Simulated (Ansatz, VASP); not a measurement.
Sb in VASP and in Ansatz

```
Sb
1.0
     0.00000    2.37124    2.37124
     2.37124    0.00000    2.37124
     2.37124    2.37124    0.00000
Sb
1
Direct
  0.00000 0.00000 0.00000
```

This isn't the form of Sb at room conditions, which is rhombohedral.

Alike in both runs: task relaxation of cell and atoms; functional RPBE; k mesh 10 × 10 × 10; occupations fermi-dirac, width 0.05 eV; no spin polarisation.

|  | VASP | Ansatz |
| --- | --- | --- |
| version | VASP 6.6.1 | Ansatz 0.2.0 |
| potentials or method | VASP PAW PBE potentials, release 64 (Sb) | Ansatz PAW |
| plane-wave cutoff (eV) | 600 | 420 |
| valence electrons in the cell | 5 | 15 |

Ansatz gave:

- gap on the k mesh at the Fermi level, each at its own relaxed structure (eV): none
- relaxed volume (Å³/atom): 28.12
- relaxed cell length with the largest relative difference (Å): 3.413
- energy change over the relaxation (meV/atom): -14

**Question.** Which values does VASP return?

**Answer.** gap on the k mesh at the Fermi level, each at its own relaxed structure (eV): none; relaxed volume (Å³/atom): 28.01; relaxed cell length with the largest relative difference (Å): 3.409; energy change over the relaxation (meV/atom): -12.

A gap of «none» marks a metal or a gap that the smearing closes. The two sets of potentials don't hold the same shells in valence.

Caveats: the PAW data sets were made with another functional, which shifts forces and pressure a little (VASP); the plane-wave basis is chosen anew once the cell has moved, so the energies of steps on either side of that aren't comparable (Ansatz); the PAW data sets come from PBE, with cores solved anew for the run's functional, which leaves a small shift of forces and pressure (Ansatz). Spin-orbit coupling is left out, which matters for the levels of Sb.
